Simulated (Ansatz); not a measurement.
Input of an Ansatz 0.2.0 run:

Contents of input.yaml:

```yaml
crystal:
  lattice:
    - [-4.0300106443, 4.0300106443, 2.0254867038]
    - [4.0300106443, -4.0300106443, 2.0254867038]
    - [4.0300106443, 4.0300106443, -2.0254867038]
  atoms:
    - { symbol: Sb, position: [0.65126306, 0.15126306, 0.80252612] }
    - { symbol: Sb, position: [0.15126306, 0.34873694, 0.5] }
    - { symbol: Sb, position: [0.34873694, 0.84873694, 0.19747388] }
    - { symbol: Sb, position: [0.84873694, 0.65126306, 0.5] }
kpoints:
  mp_grid: { grid: [7, 7, 7] }
  band_path:
    path:
      - [0.0, 0.0, 0.0]
      - [0.0, 0.0, 0.5]
      - [-0.5, 0.5, 0.5]
      - [0.0, 0.0, 0.0]
      - [0.3131518991, 0.3131518991, -0.3131518991]
      - [0.25, 0.25, 0.25]
      - [0.0, 0.5, 0.0]
      - [-0.3131518991, 0.6868481009, 0.3131518991]
    npoints: 10
scf:
  occupations: { method: fermi_dirac, width: 0.05 }
hamiltonian:
  xc: pbesol
  pseudopotentials: { kind: all_electron, lapw: { basis_error: 0.002 } }
output:
  forces: true
  stress: true
  eigenvalues: true
```

Potentials or basis: all-electron LAPW, scalar-relativistic.

The run is started by

```sh
$ ansatz run input.yaml --threads 2 --pin off --max-ram 8192MiB --backend cpu --events-out ev --progress --plain --runs-dir out
```

(1) What does it give for the band gap along the path?

(2) Predict the pressure.

(3) Predict the largest force.

## Answers

(1) none (metal or under the smearing width).

(2) -0.7 GPa.

(3) 0.044 eV/Å.

Caveat: spin-orbit coupling is left out, which moves the levels of the heavy elements.
